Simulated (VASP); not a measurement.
# Pb (Pm-3m) in VASP: single point with LDA

Aim: the single point of Pb with LDA.

Program: VASP 6.6.1. These are calculated values, not measurements. Logs are shortened: lines on timing, memory, paths and dates and some standing lists are left out, and cuts for length are marked.

### Step 1. The crystal as given

The structure is cubic, space group Pm-3m (No. 221). Conventional cell: a = 3.154 Å, b = 3.154 Å, c = 3.154 Å, α = 90.00°, β = 90.00°, γ = 90.00°. Pb (site symmetry m-3m) has 6 Pb at 3.15 Å as nearest neighbours.

The cell was built by a generator and needn't be a form met in nature.

### Step 2. Single point, LDA

File INCAR:

```
SYSTEM = Pb
  ALGO = Normal
  EDIFF = 1E-6
  ENCUT = 520
  GGA = CA
  ISIF = 2
  ISMEAR = -1
  LASPH = .True.
  LCHARG = .False.
  LREAL = .False.
  LWAVE = .False.
  NBANDS = 13
  NELM = 100
  PREC = Accurate
  SIGMA = 0.13605693000000002
```

File KPOINTS:

```
k-points
0
Gamma
  10 10 10
  0 0 0
```

File POSCAR:

```
Pb
1.0
    3.1536951681      0.0000000000      0.0000000000
    0.0000000000      3.1536951681      0.0000000000
    0.0000000000      0.0000000000      3.1536951681
Pb
1
Direct
    0.0000000000      0.0000000000      0.0000000000
```

Potentials or basis: VASP PAW LDA potentials, release 64 (Pb_d).

Run with:

```
$ cat potpaw_LDA.64/Pb_d/POTCAR > POTCAR
$ mpirun -np 1 vasp_std > vasp.out
```

OUTCAR:

```text
SYSTEM = Pb
   EDIFF = 1E-6
   ENCUT = 520
   GGA = CA
   ISIF = 2
   ISMEAR = -1
   LASPH = .True.
   LREAL = .False.
   NELM = 100
   PREC = Accurate

 ion  position               nearest neighbor table
   1  0.000  0.000  0.000-

  LATTYP: Found a simple cubic cell.
 ALAT       =     3.1536951681

  Lattice vectors:

 A1 = (   3.1536951681,   0.0000000000,   0.0000000000)
 A2 = (   0.0000000000,   3.1536951681,   0.0000000000)
 A3 = (   0.0000000000,   0.0000000000,   3.1536951681)

Analysis of symmetry for initial positions (statically):
=====================================================================
 Subroutine PRICEL returns:
 Original cell was already a primitive cell.

 Routine SETGRP: Setting up the symmetry group for a
 simple cubic supercell.

 Subroutine GETGRP returns: Found 48 space group operations
 (whereof 48 operations were pure point group operations)
 out of a pool of 48 trial point group operations.

The static configuration has the point symmetry O_h .

Analysis of symmetry for dynamics (positions and initial velocities):
=====================================================================
 Subroutine PRICEL returns:
 Original cell was already a primitive cell.

 Routine SETGRP: Setting up the symmetry group for a
 simple cubic supercell.

 Subroutine GETGRP returns: Found 48 space group operations
 (whereof 48 operations were pure point group operations)
 out of a pool of 48 trial point group operations.

The dynamic configuration has the point symmetry O_h .

 Subroutine INISYM returns: Found 48 space group operations
 (whereof 48 operations are pure point group operations),
 and found     1 'primitive' translations

----------------------------------------------------------------------------------------

                                     Primitive cell

  volume of cell :      31.3660

  direct lattice vectors                    reciprocal lattice vectors
     3.153695168  0.000000000  0.000000000     0.317088351  0.000000000  0.000000000
     0.000000000  3.153695168  0.000000000     0.000000000  0.317088351  0.000000000
     0.000000000  0.000000000  3.153695168     0.000000000  0.000000000  0.317088351

  length of vectors
     3.153695168  3.153695168  3.153695168     0.317088351  0.317088351  0.317088351

  position of ions in fractional coordinates (direct lattice)
     0.000000000  0.000000000  0.000000000

  ion indices of the primitive-cell ions
   primitive index   ion index
                 1           1

----------------------------------------------------------------------------------------

 KPOINTS: k-points

Automatic generation of k-mesh.
 Grid dimensions read from file:
 generate k-points for:   10   10   10

 Generating k-lattice:

  Cartesian coordinates                     Fractional coordinates (reciprocal lattice)
     0.031708835  0.000000000  0.000000000     0.100000000  0.000000000  0.000000000
     0.000000000  0.031708835  0.000000000     0.000000000  0.100000000  0.000000000
     0.000000000  0.000000000  0.031708835     0.000000000  0.000000000  0.100000000

  Length of vectors
     0.031708835  0.031708835  0.031708835

  Shift w.r.t. Gamma in fractional coordinates (k-lattice)
     0.000000000  0.000000000  0.000000000

 Subroutine IBZKPT returns following result:
 ===========================================

 Found     56 irreducible k-points:

 Following reciprocal coordinates:
            Coordinates               Weight
  0.000000  0.000000  0.000000      1.000000
  0.100000  0.000000  0.000000      6.000000
  0.200000  0.000000  0.000000      6.000000
  0.300000  0.000000  0.000000      6.000000
  0.400000  0.000000  0.000000      6.000000
  0.500000  0.000000  0.000000      3.000000
[... 16 lines left out ...]
  0.200000  0.100000  0.100000     24.000000
  0.300000  0.100000  0.100000     24.000000
 [... further k-points ...]
   k-points           NKPTS =     56   k-points in BZ     NKDIM =     56   number of bands    NBANDS=     13
   number of dos      NEDOS =    301   number of ions     NIONS =      1
   total plane-waves  NPLWV =  13824
   dimension x,y,z NGX =    24 NGY =   24 NGZ =   24
   dimension x,y,z NGXF=    48 NGYF=   48 NGZF=   48
   ions per type =               1
   NGX,Y,Z   is equivalent  to a cutoff of  12.65, 12.65, 12.65 a.u.
   NGXF,Y,Z  is equivalent  to a cutoff of  25.30, 25.30, 25.30 a.u.
 SYSTEM =  Pb
   PREC   = accura    normal or accurate (medium, high low for compatibility)
   ISTART =      0    job   : 0-new  1-cont  2-samecut
   ICHARG =      2    charge: 1-file 2-atom 10-const
   ISPIN  =      1    spin polarized calculation?
   LNONCOLLINEAR =      F non collinear calculations
   LSORBIT =      F    spin-orbit coupling
   LASPH  =      T    aspherical Exc in radial PAW
   ENCUT  =  520.0 eV  38.22 Ry    6.18 a.u.   5.86  5.86  5.86*2*pi/ulx,y,z
   NELM   =    100;   NELMIN=  2; NELMDL= -5     # of ELM steps
   EDIFF  = 0.1E-05   stopping-criterion for ELM
   LREAL  =      F    real-space projection
   EDIFFG = 0.1E-04   stopping-criterion for IOM
   NSW    =      0    number of steps for IOM
   IBRION =     -1    ionic relax: 0-MD 1-quasi-New 2-CG
   NFREE  =      0    steps in history (QN), initial steepest desc. (CG)
   ISIF   =      2    stress and relaxation
   ISYM   =      2    0-nonsym 1-usesym 2-fastsym
   POTIM  = 0.5000    time-step for ionic-motion
   TEBEG  =    0.0;   TEEND  =   0.0 temperature during run
   PSTRESS=    0.0 pullay stress
   NELECT =      14.0000    total number of electrons
   NUPDOWN=      -1.0000    fix difference up-down
   EMIN   =  10.00;   EMAX   =-10.00  energy-range for DOS
   EFERMI =   0.00;   METHOD = LEGACY
   ISMEAR =    -1;   SIGMA  =   0.14  broadening in eV -4-tet -1-fermi 0-gaus
   EFERMI_NEDOS =   21; number of points for ismear=-14 and -15
   IALGO  =     38    algorithm
   IMIX   =      4    mixing-type and parameters
     AMIX     =   0.40;   BMIX     =  1.00
     AMIX_MAG =   1.60;   BMIX_MAG =  1.00
  volume/ion in A,a.u.               =      31.37       211.67
  Fermi-wavevector in a.u.,A,eV,Ry     =   1.251117  2.364268 21.297102  1.565293
  Thomas-Fermi vector in A             =   2.385079
   LORBIT       =      0    0 simple, 1 ext, 2 COOP (PROOUT), +10 PAW based schemes
   GGA     = CA    functional components
   LHFCALC =     F    Hartree Fock is set to
   AEXX    =    0.0000 exact exchange contribution
   IVDW    =     0    specifies the selected vdW correction
   LEPSILON=     F    determine dielectric tensor
   LRPA    =     F    only Hartree local field effects (RPA)
 non-spin polarized calculation
  energy-cutoff  :      520.00
  volume of cell :       31.37
 maximum number of plane-waves:       870
 NGX is ok and might be reduce to    24
   NGX = 11   NGY = 11   NGZ = 11

 number of electron      13.9999996 magnetization

 Free energy of the ion-electron system (eV)
  ---------------------------------------------------
  ext. energy  EPLUGINS =         0.00000000
  ---------------------------------------------------
  free energy    TOTEN  =        -4.11021618 eV

  energy without entropy =       -4.07638808  energy(sigma->0) =       -4.09330213

 E-fermi :   6.3826     XC(G=0): -10.1904

 val. band max:        6.3473159467   @ k =   0.4000   0.4000   0.3000
 cond. band min:       6.4381282338   @ k =   0.3000   0.3000   0.1000
 fundamental gap:      0.0908122872
 Fermi energy:         6.3825640540

 k-point     1 :       0.0000    0.0000    0.0000
  band No.  band energies     occupation
      1     -10.8818      2.00000
      2     -10.8818      2.00000
      3     -10.1666      2.00000
      4     -10.1666      2.00000
      5     -10.1666      2.00000
      6      -5.2790      2.00000
      7      11.5537      0.00000
      8      11.5537      0.00000
      9      11.5537      0.00000
     10      14.8104      0.00000
     11      16.1513      0.00000
     12      16.1513      0.00000
     13      24.7553      0.00000

 k-point     2 :       0.1000    0.0000    0.0000
  band No.  band energies     occupation
      1     -10.8780      2.00000
      2     -10.8318      2.00000
      3     -10.1854      2.00000
      4     -10.1854      2.00000
      5     -10.1650      2.00000
      6      -5.1276      2.00000
      7       9.8699      0.00000
      8      11.7319      0.00000
      9      11.7319      0.00000
     10      15.2890      0.00000
     11      16.2219      0.00000
     12      17.6599      0.00000
     13      23.9276      0.00000

 k-point     3 :       0.2000    0.0000    0.0000
  band No.  band energies     occupation
      1     -10.8682      2.00000
      2     -10.7026      2.00000
      3     -10.2343      2.00000
      4     -10.2343      2.00000
      5     -10.1609      2.00000
      6      -4.6734      2.00000
      7       7.2886      0.00256
      8      12.2376      0.00000
      9      12.2376      0.00000
     10      15.6650      0.00000
     11      16.4344      0.00000
     12      20.7765      0.00000
     13      22.4207      0.00000

 k-point     4 :       0.3000    0.0000    0.0000
  band No.  band energies     occupation
      1     -10.8560      2.00000
      2     -10.5469      2.00000
      3     -10.2940      2.00000
      4     -10.2940      2.00000
      5     -10.1559      2.00000
      6      -3.9388      2.00000
      7       4.8762      1.99997
      8      12.9734      0.00000
      9      12.9734      0.00000
     10      16.1673      0.00000
     11      16.7845      0.00000
     12      20.9878      0.00000
     13      21.5840      0.00000

 k-point     5 :       0.4000    0.0000    0.0000
  band No.  band energies     occupation
      1     -10.8460      2.00000
      2     -10.4244      2.00000
      3     -10.3416      2.00000
      4     -10.3416      2.00000
      5     -10.1518      2.00000
      6      -3.0641      2.00000
      7       2.9512      2.00000
      8      13.7222      0.00000
      9      13.7222      0.00000
     10      16.8372      0.00000
     11      17.2271      0.00000
     12      19.8522      0.00000
     13      19.8610      0.00000
[... 257 lines left out ...]
 k-point    22 :       0.1000    0.1000    0.1000
  band No.  band energies     occupation
      1     -10.8001      2.00000
      2     -10.8001      2.00000
      3     -10.2057      2.00000
      4     -10.2022      2.00000
      5     -10.2022      2.00000
      6      -4.8262      2.00000
      7      10.0040      0.00000
      8      10.3148      0.00000
      9      10.3148      0.00000
     10      17.3598      0.00000
     11      17.9473      0.00000
     12      17.9473      0.00000
     13      22.7019      0.00000

 k-point    23 :       0.2000    0.1000    0.1000
  band No.  band energies     occupation
      1     -10.7906      2.00000
      2     -10.6666      2.00000
      3     -10.2562      2.00000
      4     -10.2527      2.00000
      5     -10.1988      2.00000
      6      -4.3754      2.00000
      7       7.6099      0.00024
      8      10.5905      0.00000
      9      10.7955      0.00000
     10      17.7953      0.00000
     11      18.0674      0.00000
     12      20.5222      0.00000
     13      20.9985      0.00000

 k-point    24 :       0.3000    0.1000    0.1000
  band No.  band energies     occupation
      1     -10.7788      2.00000
      2     -10.5048      2.00000
      3     -10.3188      2.00000
      4     -10.3143      2.00000
      5     -10.1932      2.00000
      6      -3.6470      2.00000
      7       5.1945      1.99968
      8      11.3145      0.00000
      9      11.5143      0.00000
     10      17.6211      0.00000
     11      17.7947      0.00000
     12      19.9817      0.00000
     13      20.0692      0.00000

 [... further k-points ...]

------------------------ aborting loop because EDIFF is reached ----------------------------------------

  FORCE on cell =-STRESS in cart. coord.  units (eV):
  Direction    XX          YY          ZZ          XY          YZ          ZX
  --------------------------------------------------------------------------------------
  -------------------------------------------------------------------------------------
  Total       -0.0514756     -0.0514756     -0.0514756     -0.0000000      0.0000000      0.0000000
  in kB       -2.6293753     -2.6293753     -2.6293753     -0.0000000      0.0000000      0.0000000
  external PRESSURE =      -2.6293753 kB  Pullay stress =       0.0000000 kB

 VOLUME and BASIS-vectors are now :
 -----------------------------------------------------------------------------
  energy-cutoff  :      520.00
  volume of cell :       31.37
      direct lattice vectors                 reciprocal lattice vectors
     3.153695168  0.000000000  0.000000000     0.317088351  0.000000000  0.000000000
     0.000000000  3.153695168  0.000000000     0.000000000  0.317088351  0.000000000
     0.000000000  0.000000000  3.153695168     0.000000000  0.000000000  0.317088351

 POSITION                                       TOTAL-FORCE (eV/Angst)
 -----------------------------------------------------------------------------------
      0.00000      0.00000      0.00000         0.000000      0.000000      0.000000
 -----------------------------------------------------------------------------------
    total drift:                                0.000000      0.000000      0.000000

  FREE ENERGIE OF THE ION-ELECTRON SYSTEM (eV)
  ---------------------------------------------------
  free  energy   TOTEN  =        -4.1102161827 eV

  energy  without entropy=       -4.0763880806  energy(sigma->0) =       -4.09330213
```

Run time: 24 s. Hardware: 1 thread of AMD EPYC, shared host; peak memory 0.1 GiB.

What came out:

* Free energy: -4.1102 eV
* Pressure: -0.3 GPa
* Band gap on the k mesh: none (metal or under the smearing width)

Spin-orbit coupling is left out, which matters for the levels of Pb.
